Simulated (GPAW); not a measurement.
# GaP (F-43m) in GPAW: notebook, part 2 of 2

GPAW 26.7.0.

### Step 3. Band structure, r2SCAN, spin-orbit coupling, no magnetisation

run.py reads:

```python
import numpy as np
from ase.dft.bandgap import bandgap
from ase.io import read, write
from ase.units import GPa
from gpaw import GPAW, PW
from gpaw.spinorbit import soc_eigenstates

atoms = read('POSCAR')

calc = GPAW(mode=PW(600),
            xc='MGGA_X_R2SCAN+MGGA_C_R2SCAN',
            kpts={'size': (8, 8, 8), 'gamma': True},
            occupations={'name': 'fermi-dirac', 'width': 0.05},
            nbands=11,
            convergence={'density': 1e-05, 'energy': 1e-05},
            maxiter=150,
            txt='gpaw.txt')
atoms.calc = calc
energy = atoms.get_potential_energy()
forces = atoms.get_forces()
stress = atoms.get_stress()
calc.write('gs.gpw')
write('result.traj', atoms)
print(f'Energy: {energy:.6f} eV')
print('Forces (eV/A):')
print(forces.round(4))
print('Stress (GPa):', (stress / GPa).round(3))
print('Fermi level:', round(calc.get_fermi_level(), 4), 'eV')
print(f'Gap: {bandgap(calc)[0]:.4f} eV, direct: {bandgap(calc, direct=True)[0]:.4f} eV')

path = atoms.cell.bandpath('GXWKGLUWLK,UX', npoints=80, eps=1e-4)
bs_calc = calc.fixed_density(kpts=path, symmetry='off', nbands=21,
                             convergence={'bands': 'CBM+6.0', 'eigenstates': 1e-6}, txt='bands.txt')
bs = bs_calc.band_structure()
bs.write('bs.json')
print(f'Gap on the path: {bandgap(bs_calc)[0]:.4f} eV')

soc = soc_eigenstates(bs_calc, theta=0, phi=0, ignore_xc_potential=True)
np.savetxt('soc_bands.dat', soc.eigenvalues(), fmt='%.4f')
mesh = soc_eigenstates('gs.gpw', theta=0, phi=0, ignore_xc_potential=True)
np.savetxt('soc_mesh.dat', mesh.eigenvalues(), fmt='%.4f')
print('Fermi level with spin-orbit coupling:', round(mesh.fermi_level, 4), 'eV')
```

POSCAR reads:

```
GaP
1.0
    0.0000000000      2.7252500000      2.7252500000
    2.7252500000      0.0000000000      2.7252500000
    2.7252500000      2.7252500000      0.0000000000
Ga P
1 1
Direct
    0.0000000000      0.0000000000      0.0000000000
    0.7500000000      0.7500000000      0.7500000000
```

Potentials or basis: GPAW PAW data sets (gpaw-data 1.2.1), pw.

Launch:

```sh
$ OMP_NUM_THREADS=1 python run.py
```

gpaw.txt:

```text
__  _  _
 | _ |_)|_||  |
 |__||  | ||/\| - 26.7.0

Input parameters:
  mode=PW(ecut=600.0),
  convergence={'density': 1e-05, 'energy': 1e-05},
  kpts=MonkhorstPack(size=(8, 8, 8), gamma=True),
  maxiter=150,
  nbands=11,
  occupations=Occupations(name='fermi-dirac', width=0.05),
  xc=XC(name='MGGA_X_R2SCAN+MGGA_C_R2SCAN')

Diagonalizing LCAO Hamiltonian
Converting LCAO to pw mode

                    P

       Ga

Atoms  # Å, Bohr magnetons
|   | symbol |        x |        y |        z |    initial magnetic moments |
|---|--------|----------|----------|----------|-----------------------------|
| 0 |     Ga | 0.000000 | 0.000000 | 0.000000 | ( 0.0000,  0.0000,  0.0000) |
| 1 |      P | 4.087875 | 4.087875 | 4.087875 | ( 0.0000,  0.0000,  0.0000) |

Unit cell  # Å
| periodic |        x |        y |        z |  lengths |    angles |
|----------|----------|----------|----------|----------|-----------|
|      yes | 0.000000 | 2.725250 | 2.725250 | 3.854086 | 60.000000 |
|      yes | 2.725250 | 0.000000 | 2.725250 | 3.854086 | 60.000000 |
|      yes | 2.725250 | 2.725250 | 0.000000 | 3.854086 | 60.000000 |

Number of symmetries: 24
Symmetry operations  # r_c * U_cc + t_c -> r_c
|    | kind |            matrix            |
|----|------|------------------------------|
|  0 |  E   |  1, 0, 0,  0, 1, 0,  0, 0, 1 |
|  1 |  σ   |  1, 0, 0,  0, 0, 1,  0, 1, 0 |
|  2 |  σ   |  1, 0,-1,  0, 1,-1,  0, 0,-1 |
|  3 |  C3  |  1, 0,-1,  0, 0,-1,  0, 1,-1 |
|  4 |  C3  |  1,-1, 0,  0,-1, 1,  0,-1, 0 |
|  5 |  σ   |  1,-1, 0,  0,-1, 0,  0,-1, 1 |
|  6 |  σ   |  0, 1, 0,  1, 0, 0,  0, 0, 1 |
[... 154 lines left out ...]
|iter:   4| |   -9.960795 | +2.08 | +3.40 |
|iter:   5| |  -19.980050 | +0.78 | -0.43 |
|iter:   6| |  -20.025178 | -1.11 | -1.40 |
|iter:   7| |  -20.024915 | -2.91 | -1.89 |
|iter:   8| |  -20.024622 | -3.92 | -1.99 |
|iter:   9| |  -20.024497 | -4.83 | -2.48 |
|iter:  10| |  -20.024479 | -5.83 | -2.87 |
|iter:  11| |  -20.024476c| -6.74 | -3.26 |
|iter:  12| |  -20.024475c| -6.82 | -3.51 |
|iter:  13| |  -20.024475c| -8.14c| -4.12 |
|iter:  14| |  -20.024475c| -8.09c| -4.43 |
|iter:  15| |  -20.024475c| -8.21c| -4.82 |
|iter:  16| |  -20.024475c| -9.18c| -6.01c|

Converged in 16 steps
Energy contributions relative to reference atoms: (reference = -62187.585188)

Energy contributions:
  Kinetic:          20.142255
  Coulomb:         -17.246569
  Zero:             -0.032294
  External:          0.000000
  Xc:              -22.887866
  Entropy:          -0.000000
  Spinorbit:         0.000000
  ----------------------------
  Free energy:     -20.024475
  Extrapolated:    -20.024475

dipole moment: (-10.813578, -10.813578, -10.813578)  # |e|*Ang

Fermi level: 5.654
Eigenvalues  # (at kpt = [0.000, 0.000, 0.000])
| band index |      eig [eV] | occ [0-2] |
|------------|---------------|-----------|
|          0 |        -8.247 |     2.000 |
|          1 |         4.742 |     2.000 |
|          2 |         4.742 |     2.000 |
|          3 |         4.742 |     2.000 |
|          4 |         7.165 |     0.000 |
|          5 |         8.968 |     0.000 |
|          6 |         8.968 |     0.000 |
|          7 |         8.968 |     0.000 |
|          8 |        14.276 |     0.000 |
|          9 |        14.889 |     0.000 |
|         10 |        14.889 |     0.000 |

Gap: 1.934 eV
Transition (v -> c):
  (s=0, k=0, n=3, [0.00, 0.00, 0.00]) -> (s=0, k=12, n=4, [0.38, 0.38, 0.00])
Direct/indirect transitions are different
Direct gap: 2.424 eV
Transition at: (s=0, k=0, n=3, [0.00, 0.00, 0.00])

Forces  # eV/Ang
|        x |       y |        z |
|----------|---------|----------|
|  0.00000 | 0.00000 |  0.00000 |  # Ga   0
| -0.00000 | 0.00000 | -0.00000 |  # P    1

Stress tensor  # eV/Ang^3
|         x |         y |         z |
|-----------|-----------|-----------|
| -0.009118 |  0.000000 | -0.000000 |
|  0.000000 | -0.009118 |  0.000000 |
| -0.000000 |  0.000000 | -0.009118 |

# Writing to gs.gpw (mode='')
```

stdout:

```text
Energy: -20.024475 eV
Forces (eV/A):
[[ 0.  0.  0.]
 [-0.  0. -0.]]
Stress (GPa): [-1.461 -1.461 -1.461  0.    -0.     0.   ]
Fermi level: 5.6541 eV
Gap: 1.9344 eV, direct: 2.4235 eV
Gap on the path: 1.8864 eV
Fermi level with spin-orbit coupling: 5.6937 eV
```

bands.txt:

```text
Diagonalizing LCAO Hamiltonian
Converting LCAO to pw mode
convergence criteria:
- Maximum integral of absolute [eigenst]ate change: 1e-06 eV^2 / valence electron
maximum number of iterations: 150

SCF iterations
|iter     | |      energy | eigst |  dens |
|---------|-|-------------|-------|-------|
[... 84 lines left out ...]
         [0.41666667, 0.41666667, 0.66666667],
         [0.40277778, 0.40277778, 0.69444444],
         [0.38888889, 0.38888889, 0.72222222],
         [0.375     , 0.375     , 0.75      ],
         [0.625     , 0.25      , 0.625     ],
         [0.59375   , 0.1875    , 0.59375   ],
         [0.5625    , 0.125     , 0.5625    ],
         [0.53125   , 0.0625    , 0.53125   ],
         [0.5       , 0.        , 0.5       ]])),
  maxiter=150,
  nbands=21,
  occupations=Occupations(name='fermi-dirac', width=0.05),
  symmetry=Symmetry(point_group=False, time_reversal=False),
  xc=XC(name='MGGA_X_R2SCAN+MGGA_C_R2SCAN')
```

It took 75 s on 1 thread of Intel Xeon Platinum 8488C (Sapphire Rapids), shared host; peak memory 0.32 GiB.

Results:

| Item | Value |
| --- | --- |
| Free energy | -20.0245 eV |
| Pressure | 1.5 GPa |
| Band gap on the k mesh | 1.91 eV, indirect (least direct gap 2.39 eV) |
| Band gap along the path | 1.86 eV, indirect (least direct gap 2.39 eV) |

Levels at the corners of the path, in eV from the valence-band top:
```tsv
point	band 6	band 7	band 8	band 9	band 10	band 11
Γ	0.00	0.00	0.00	2.39	2.39	4.08
X	-2.82	-2.79	-2.79	1.91	1.91	2.10
W	-3.73	-3.56	-3.51	5.05	5.05	5.31
K	-4.08	-2.37	-2.36	2.48	2.48	5.20
Γ	0.00	0.00	0.00	2.39	2.39	4.08
L	-1.23	-1.15	-1.15	2.06	2.06	5.02
U	-4.08	-2.37	-2.36	2.48	2.48	5.20
W	-3.73	-3.56	-3.51	5.05	5.05	5.31
L	-1.23	-1.15	-1.15	2.06	2.06	5.02
K	-4.08	-2.37	-2.36	2.48	2.48	5.20
U	-4.08	-2.37	-2.36	2.48	2.48	5.20
X	-2.82	-2.79	-2.79	1.91	1.91	2.10
```

Caveat: spin-orbit coupling was added after a scalar SCF, so levels and gaps hold it while energy, forces, pressure and moments don't; this program's spin-orbit splittings come out too wide for heavy elements; the PAW data sets were made with another functional, which shifts forces and pressure a little.

### Step 4. Band structure, revTPSS, spin-orbit coupling, no magnetisation

Edit run.py of step 3 so:

```diff
@@ -7,6 +7,6 @@
 
-atoms = read('POSCAR')
+atoms = read('GaP.xyz')
 
 calc = GPAW(mode=PW(600),
-            xc='MGGA_X_R2SCAN+MGGA_C_R2SCAN',
+            xc='MGGA_X_REVTPSS+MGGA_C_REVTPSS',
             kpts={'size': (8, 8, 8), 'gamma': True},
@@ -15,2 +15,3 @@
             convergence={'density': 1e-05, 'energy': 1e-05},
+            eigensolver='davidson',
             maxiter=150,
@@ -30,3 +31,3 @@
 
-path = atoms.cell.bandpath('GXWKGLUWLK,UX', npoints=80, eps=1e-4)
+path = atoms.cell.bandpath('GXWKGLUWLK,UX', npoints=100, eps=1e-4)
 bs_calc = calc.fixed_density(kpts=path, symmetry='off', nbands=21,
@@ -37,5 +38,5 @@
 
-soc = soc_eigenstates(bs_calc, theta=0, phi=0, ignore_xc_potential=True)
+soc = soc_eigenstates(bs_calc, theta=90, phi=45, ignore_xc_potential=True)
 np.savetxt('soc_bands.dat', soc.eigenvalues(), fmt='%.4f')
-mesh = soc_eigenstates('gs.gpw', theta=0, phi=0, ignore_xc_potential=True)
+mesh = soc_eigenstates('gs.gpw', theta=90, phi=45, ignore_xc_potential=True)
 np.savetxt('soc_mesh.dat', mesh.eigenvalues(), fmt='%.4f')
```

GaP.xyz reads:

```xyz
2
Lattice="0.0000000000 2.7252500000 2.7252500000 2.7252500000 0.0000000000 2.7252500000 2.7252500000 2.7252500000 0.0000000000" Properties=species:S:1:pos:R:3 pbc="T T T"
Ga     0.0000000000      0.0000000000      0.0000000000
P      4.0878750000      4.0878750000      4.0878750000
```

Launch:

```sh
$ OMP_NUM_THREADS=1 python run.py
```

It took 85 s on 1 thread of Intel Xeon Platinum 8488C (Sapphire Rapids), shared host; peak memory 0.33 GiB.

The run converged. Its results:

```
Free energy             : -3.4982 eV
Pressure                : 2.8 GPa
Band gap on the k mesh  : 1.55 eV, indirect (least direct gap 2.00 eV)
Band gap along the path : 1.54 eV, indirect (least direct gap 2.01 eV)
```

Levels at the corners of the path, in eV from the valence-band top:
```
point  band 5  band 6  band 7  band 8  band 9  band 10  band 11  band 12
    Γ    0.00    0.00    0.00    0.00    2.01     2.01     3.91     3.91
    X   -2.76   -2.76   -2.74   -2.74    1.55     1.55     1.84     1.84
    W   -3.72   -3.70   -3.54   -3.49    4.66     4.66     5.04     5.06
    K   -4.08   -4.06   -2.31   -2.31    2.17     2.17     4.86     4.87
    Γ    0.00    0.00    0.00    0.00    2.01     2.01     3.91     3.91
    L   -1.19   -1.19   -1.12   -1.12    1.78     1.78     4.78     4.78
    U   -4.08   -4.06   -2.31   -2.31    2.17     2.17     4.86     4.87
    W   -3.72   -3.70   -3.54   -3.49    4.66     4.66     5.04     5.06
    L   -1.19   -1.19   -1.12   -1.12    1.78     1.78     4.78     4.78
    K   -4.08   -4.06   -2.31   -2.31    2.17     2.17     4.86     4.87
    U   -4.08   -4.06   -2.31   -2.31    2.17     2.17     4.86     4.87
    X   -2.76   -2.76   -2.74   -2.74    1.55     1.55     1.84     1.84
```

Caveat: spin-orbit coupling was added after a scalar SCF, so levels and gaps hold it while energy, forces, pressure and moments don't; this program's spin-orbit splittings come out too wide for heavy elements; the PAW data sets were made with another functional, which shifts forces and pressure a little.

### Step 5. The runs side by side

```tsv
task	level	spin	band path	band points	spin axis theta (degrees)	spin axis phi (degrees)	eigensolver	gap on the mesh (eV)	pressure (GPa)
equation of state	TASK	off	-	-	-	-	-	-	-
band structure	r2SCAN	SOC, no magnetisation	GXWKGLUWLK,UX	80	0	0	-	1.91	1.5
band structure	revTPSS	SOC, no magnetisation	GXWKGLUWLK,UX	100	90	45	davidson	1.55	2.8
```

Alike in all rows: potentials or basis GPAW PAW data sets (gpaw-data 1.2.1), pw; cell as given; k mesh 8 × 8 × 8; cutoff (eV) 600; smearing fermi-dirac 0.05 eV.

Caveats: the PAW data sets were made with another functional, which shifts forces and pressure a little; spin-orbit coupling was added after a scalar SCF, so levels and gaps hold it while energy, forces, pressure and moments don't (some runs); this program's spin-orbit splittings come out too wide for heavy elements (some runs).

Absolute energies hang on the potentials; compare differences alone.

### Step 6. How close it comes

Step 3. Against the measured gap of GaP, 2.34 eV (indirect; 10 K; quoted in “Stacking defects in GaP nanowires: Electronic structure and optical properties”, 2018, arxiv:1810.01194), the calculated 1.86 eV is off by -0.48 eV. The value is that of r2SCAN, without temperature or zero-point motion.

Step 4. Against the measured gap of GaP, 2.34 eV (indirect; 10 K; quoted in “Stacking defects in GaP nanowires: Electronic structure and optical properties”, 2018, arxiv:1810.01194), the calculated 1.54 eV is off by -0.80 eV. The value is that of revTPSS, without temperature or zero-point motion.
